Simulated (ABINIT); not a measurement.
# TiB2 (P6/mmm) in ABINIT: further runs, part 2 of 3

ABINIT 10.8.3 (patched build).

## (3) Band structure, LDA

Input file run.abi:

```
# Datasets: ground state, then fixed potential
ndtset 2

# Pseudopotentials
pp_dirpath "./"
pseudos "Ti.hgh, B.hgh"

# Structure
acell 5.7243583767 5.7243583766 6.1007918207
rprim
     1.0000000000     0.0000000000     0.0000000000
    -0.5000000000     0.8660254038     0.0000000000
     0.0000000000     0.0000000000     1.0000000000
ntypat 2
znucl 22 5
natom 3
typat 1 2 2
xred
     0.0000000000     0.0000000000     0.0000000000
     0.6666666667     0.3333333333     0.5000000000
     0.3333333333     0.6666666667     0.5000000000

# Plane-wave basis
ecut 26.0

# Exchange and correlation
ixc 7

# Bands and occupations
occopt 3
tsmear 0.05 eV

# SCF cycle
nstep 100

# Output
iomode 3
prtwf 0
prteig 0
prtebands 0
enunit 1
prtden1 1

# Dataset 1
kptopt1 1
ngkpt1 10 10 8
nshiftk1 1
shiftk1 0.0 0.0 0.0
nband1 9
tolvrs1 1.0e-10

# Dataset 2: bands along G-M-K-G-A-L-H-A
iscf2 -2
getden2 1
nband2 13
nbdbuf2 2
tolwfr2 1.0e-12
kptopt2 -7
ndivsm2 6
prteig2 1
kptbounds2
     0.0000000000     0.0000000000     0.0000000000
     0.5000000000     0.0000000000     0.0000000000
     0.3333333333     0.3333333333     0.0000000000
     0.0000000000     0.0000000000     0.0000000000
     0.0000000000     0.0000000000     0.5000000000
     0.5000000000     0.0000000000     0.5000000000
     0.3333333333     0.3333333333     0.5000000000
     0.0000000000     0.0000000000     0.5000000000
```

Potentials or basis: HGH LDA.

Launch:

```console
> abinit run.abi > log 2>&1
```

run.abo:

```text
.Version 10.8.3 of ABINIT
 DATASET    1 : space group P6/m m m (#191); Bravais hP (primitive hexag.)
================================================================================
 Values of the parameters that define the memory need for DATASET  1.
     intxc =       0    ionmov =       0      iscf =       7    lmnmax =       6
     lnmax =       6     mgfft =      30  mpssoang =       3    mqgrid =    3001
     natom =       3  nloc_mem =       1    nspden =       1   nspinor =       1
    nsppol =       1      nsym =      24    n1xccc =       0    ntypat =       2
    occopt =       3   xclevel =       1
       mpw =        1124          nfft =       27000          nkpt =          70
================================================================================
================================================================================

 DATASET    2 : space group P6/m m m (#191); Bravais hP (primitive hexag.)
================================================================================
 Values of the parameters that define the memory need for DATASET  2.
     intxc =       0    ionmov =       0      iscf =      -2    lmnmax =       6
     lnmax =       6     mgfft =      30  mpssoang =       3    mqgrid =    3001
     natom =       3  nloc_mem =       1    nspden =       1   nspinor =       1
    nsppol =       1      nsym =      24    n1xccc =       0    ntypat =       2
    occopt =       3   xclevel =       1
       mpw =        1124          nfft =       27000          nkpt =          65
================================================================================
================================================================================

--------------------------------------------------------------------------------
------------- Echo of variables that govern the present computation ------------
--------------------------------------------------------------------------------
 -outvars: echo values of preprocessed input variables --------
            acell      5.7243583767E+00  5.7243583766E+00  6.1007918207E+00 Bohr
              amu      4.78800000E+01  1.08110000E+01
             ecut      2.60000000E+01 Hartree
           enunit           1
           getden1          0
           getden2          1
             iscf1          7
             iscf2         -2
                       outvar_i_n : Printing only first  50 k-points.
              ixc           7
           jdtset        1    2
                       outvar_i_n : Printing only first  50 k-points.
           kptopt1          1
           kptopt2         -7
         kptrlatt       10    0    0      0   10    0      0    0    8
          kptrlen1     4.88063346E+01
          kptrlen2     3.00000000E+01
            natom           3
            nband1          9
            nband2         13
           nbdbuf1          0
           nbdbuf2          2
           ndtset           2
           ndivsm1          0
           ndivsm2          6
            ngfft          30      30      30
             nkpt1         70
             nkpt2         65
            nstep         100
             nsym          24
           ntypat           2
                       prtocc : prtvol=0, do not print more k-points.
           occopt           3
        prtebands           0
           prteig1          0
           prteig2          1
            prtwf           0
            rprim      1.0000000000E+00  0.0000000000E+00  0.0000000000E+00
                      -5.0000000000E-01  8.6602540380E-01  0.0000000000E+00
                       0.0000000000E+00  0.0000000000E+00  1.0000000000E+00
           shiftk1     0.00000000E+00  0.00000000E+00  0.00000000E+00
           shiftk2     5.00000000E-01  5.00000000E-01  5.00000000E-01
          spgroup         191
           tolvrs1     1.00000000E-10
           tolvrs2     0.00000000E+00
           tolwfr1     0.00000000E+00
[... 615 lines left out ...]

--- !ResultsGS
iteration_state: {dtset: 2, }
comment   : Summary of ground state results
lattice_vectors:
- [  5.7243584,   0.0000000,   0.0000000, ]
- [ -2.8621792,   4.9574398,   0.0000000, ]
- [  0.0000000,   0.0000000,   6.1007918, ]
lattice_lengths: [   5.72436,    5.72436,    6.10079, ]
lattice_angles: [ 90.000,  90.000, 120.000, ] # degrees, (23, 13, 12)
lattice_volume:   1.7312926E+02
convergence: {deltae:  0.000E+00, res2:  0.000E+00, residm:  9.998E-13, diffor:  0.000E+00, }
etotal    :  -9.36755863E+00
entropy   :   0.00000000E+00
fermie    :   3.48743366E-01
cartesian_stress_tensor: null
pressure_GPa: null
xred      :
- [  0.0000E+00,   0.0000E+00,   0.0000E+00, Ti]
- [  6.6667E-01,   3.3333E-01,   5.0000E-01,  B]
- [  3.3333E-01,   6.6667E-01,   5.0000E-01,  B]
cartesian_forces: null
force_length_stats: {min: null, max: null, mean: null, }
...

 Integrated electronic density in atomic spheres:
 ------------------------------------------------
 Atom  Sphere_radius  Integrated_density
    1        2.00000          1.86957505
    2        2.00000          2.80313018
    3        2.00000          2.80313018
================================================================================

 ----iterations are completed or convergence reached----

 Mean square residual over all n,k,spin=   49.678E-14; max=  99.976E-14
 reduced coordinates (array xred) for    3 atoms
       0.000000000000      0.000000000000      0.000000000000
       0.666666666667      0.333333333333      0.500000000000
       0.333333333333      0.666666666667      0.500000000000

 cartesian coordinates (angstrom) at end:
    1      0.00000000000000     0.00000000000000     0.00000000000000
    2      1.51459999897696     0.87445471711930     1.61419999889384
    3      0.00000000001764     1.74890943423860     1.61419999889384
 length scales=  5.724358376700  5.724358376600  6.100791820700 bohr
              =  3.029199997936  3.029199997883  3.228399997788 angstroms
 Eigenvalues (   eV  ) for nkpt=  65  k points:
 kpt#   1, nband= 13, wtk=  1.00000, kpt=  0.0000  0.0000  0.0000 (reduced coord)
  -3.95951    6.94334    6.94334    7.16031    7.49298   11.39573   11.39573   13.21567
  13.21567   15.36149   15.36149   16.87932   18.86573
 kpt#   2, nband= 13, wtk=  1.00000, kpt=  0.0500  0.0000  0.0000 (reduced coord)
  -3.91291    6.80717    6.93450    7.12140    7.51487   11.37286   11.47633   12.99316
  13.02403   15.58214   15.68462   17.02187   18.89121
 kpt#   3, nband= 13, wtk=  1.00000, kpt=  0.1000  0.0000  0.0000 (reduced coord)
  -3.77359    6.41909    6.90451    7.01752    7.58009   11.32914   11.72479   12.54757
  12.66276   16.02355   16.44542   17.45255   18.57283
 kpt#   4, nband= 13, wtk=  1.00000, kpt=  0.1500  0.0000  0.0000 (reduced coord)
  -3.54340    5.83521    6.85224    6.87839    7.67012   11.26288   12.08471   12.10050
  12.35264   16.41719   17.43507   18.02604   18.13874
 kpt#   5, nband= 13, wtk=  1.00000, kpt=  0.2000  0.0000  0.0000 (reduced coord)
  -3.22540    5.11857    6.73306    6.76873    7.74074   11.18030   11.79479   12.14648
  12.48064   16.70597   17.48031   18.56115   18.94818
 kpt#   6, nband= 13, wtk=  1.00000, kpt=  0.2500  0.0000  0.0000 (reduced coord)
  -2.82353    4.32739    6.60137    6.66157    7.74772   11.09852   11.68726   12.05785
[... 164 lines left out ...]
  -1.74506    2.70688    6.01948    6.45037    8.70268   10.60900   11.48424   11.64331
  12.11366   17.21848   18.86971   19.79082   21.82059
 kpt#  62, nband= 13, wtk=  1.00000, kpt=  0.0833  0.0833  0.5000 (reduced coord)
  -1.92322    2.34061    6.81349    7.07645    9.15959   10.33244   11.13432   11.36898
  11.40167   16.98506   19.29872   19.79242   21.04766
 kpt#  63, nband= 13, wtk=  1.00000, kpt=  0.0556  0.0556  0.5000 (reduced coord)
  -2.05108    2.06998    7.61245    7.74249    9.55339   10.11736   10.55224   10.66545
  11.26520   16.67804   19.72661   19.73959   20.53996
 kpt#  64, nband= 13, wtk=  1.00000, kpt=  0.0278  0.0278  0.5000 (reduced coord)
  -2.12735    1.90427    8.40189    8.44166    9.84243    9.90518    9.93045    9.99510
  11.21417   16.42653   19.59242   20.11922   20.32555
 kpt#  65, nband= 13, wtk=  1.00000, kpt=  0.0000  0.0000  0.5000 (reduced coord)
  -2.15316    1.84813    9.03763    9.03763    9.30405    9.30405    9.94679    9.94679
  11.19839   16.32744   19.51973   20.27369   20.27369

== END DATASET(S) ==============================================================
================================================================================

 -outvars: echo values of variables after computation  --------
            acell      5.7243583767E+00  5.7243583766E+00  6.1007918207E+00 Bohr
           etotal1    -9.3675586334E+00
            fcart1    -7.8397293518E-30  1.3578809555E-29 -0.0000000000E+00
                      -7.8397293518E-30  1.3578809555E-29 -0.0000000000E+00
                       1.5679458704E-29 -2.7157619110E-29 -0.0000000000E+00
            rprim      1.0000000000E+00  0.0000000000E+00  0.0000000000E+00
                      -5.0000000000E-01  8.6602540380E-01  0.0000000000E+00
                       0.0000000000E+00  0.0000000000E+00  1.0000000000E+00
           strten1     8.2288705317E-04  8.2288705317E-04  8.9986083745E-04
                       0.0000000000E+00  0.0000000000E+00 -4.8609529184E-14
           xangst      0.0000000000E+00  0.0000000000E+00  0.0000000000E+00
                       1.5145999990E+00  8.7445471712E-01  1.6141999989E+00
                       1.7639201954E-11  1.7489094342E+00  1.6141999989E+00
             xred      0.0000000000E+00  0.0000000000E+00  0.0000000000E+00
                       6.6666666667E-01  3.3333333333E-01  5.0000000000E-01
                       3.3333333333E-01  6.6666666667E-01  5.0000000000E-01
 Calculation completed.
```

Run time: 31 s. Hardware: 1 thread of Arm Neoverse V1, shared host; peak memory 0.11 GiB.

What came out:

- Free energy: -254.9043 eV
- Band gap on the k mesh: none (metal or under the smearing width)
- Valence electrons inside the program's atomic spheres: Ti 1.87; B 2.80

Levels at the corners of the path, in eV from the Fermi level:
| point | band 1 | band 2 | band 3 | band 4 | band 5 | band 6 | band 7 | band 8 | band 9 | band 10 |
| --- | --- | --- | --- | --- | --- | --- | --- | --- | --- | --- |
| Γ | -13.45 | -2.55 | -2.55 | -2.33 | -2.00 | 1.91 | 1.91 | 3.73 | 3.73 | 5.87 |
| M | -9.28 | -9.22 | -3.23 | -3.16 | -2.16 | 1.34 | 2.86 | 3.42 | 3.50 | 7.62 |
| K | -8.25 | -8.25 | -7.32 | -1.81 | -1.81 | 1.44 | 1.44 | 2.16 | 7.29 | 7.29 |
| Γ | -13.45 | -2.55 | -2.55 | -2.33 | -2.00 | 1.91 | 1.91 | 3.73 | 3.73 | 5.87 |
| A | -11.64 | -7.64 | -0.45 | -0.45 | -0.19 | -0.19 | 0.46 | 0.46 | 1.71 | 6.84 |
| L | -9.50 | -7.56 | -4.58 | -3.74 | -3.26 | 2.62 | 3.04 | 4.67 | 4.73 | 5.64 |
| H | -8.34 | -8.34 | -5.83 | -3.18 | -3.18 | 2.65 | 4.44 | 4.44 | 4.67 | 4.67 |
| A | -11.64 | -7.64 | -0.45 | -0.45 | -0.19 | -0.19 | 0.46 | 0.46 | 1.71 | 6.84 |

Caveat: the cutoff is too short for stress, so the log's stress isn't used; HGH potentials are hard and often keep d shells in the core, so these values are rough.

(Continued in part 3 of 3.)
